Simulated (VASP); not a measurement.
Input of a VASP 6.6.1 run:

INCAR

```
SYSTEM = Li2S
PREC = Accurate
ENCUT = 520
EDIFF = 1E-7
ISMEAR = 0
SIGMA = 0.05
LREAL = .FALSE.
LASPH = .TRUE.
NELM = 100
ALGO = Fast
ISIF = 2
LWAVE = .FALSE.
LCHARG = .FALSE.
GGA = PE
NBANDS = 28
```

KPOINTS

```
Automatic mesh
0
G
  1 1 4
  0 0 0
```

File POSCAR:

```
Li2S
1.0
   11.3000000000      0.0000000000      0.0000000000
    0.0000000000     11.3000000000      0.0000000000
    0.0000000000      0.0000000000     11.3926980055
Li S
6 3
Direct
    0.6092880537      0.5305605112      0.5004735970
    0.4437123661      0.6234077811      0.8340825536
    0.5554002266      0.4352739977      0.8325527752
    0.5562876339      0.6234077811      0.1659174464
    0.4445997734      0.4352739977      0.1674472248
    0.3907119463      0.5305605112      0.4995264030
    0.4993798160      0.5304814716      0.6666459896
    0.5006201840      0.5304814716      0.3333540104
    0.5000000000      0.5283284302      0.0000000000
```

Potentials or basis: VASP PAW PBE potentials, release 64 (Li_sv, S).

Run with:

```sh
$ cat potpaw_PBE.64/Li_sv/POTCAR potpaw_PBE.64/S/POTCAR > POTCAR
$ mpirun -np 1 vasp_std > vasp.out
```

Q: What does it give for the largest force?

A: 0.020 eV/Å.

Q: Estimate the band gap on the k mesh.

A: 2.94 eV, direct.

Forces in eV/Å, atoms in the order of the input:
```
Li   0.019  0.001 -0.005
Li  -0.007  0.013 -0.004
Li   0.008 -0.014  0.006
Li   0.007  0.013  0.004
Li  -0.008 -0.014 -0.006
Li  -0.019  0.001  0.005
S   -0.004  0.002  0.005
S    0.004  0.002 -0.005
S    0.000 -0.003  0.000
```

 Expect the measured gap to be larger: semilocal functionals such as PBE lack the derivative discontinuity.
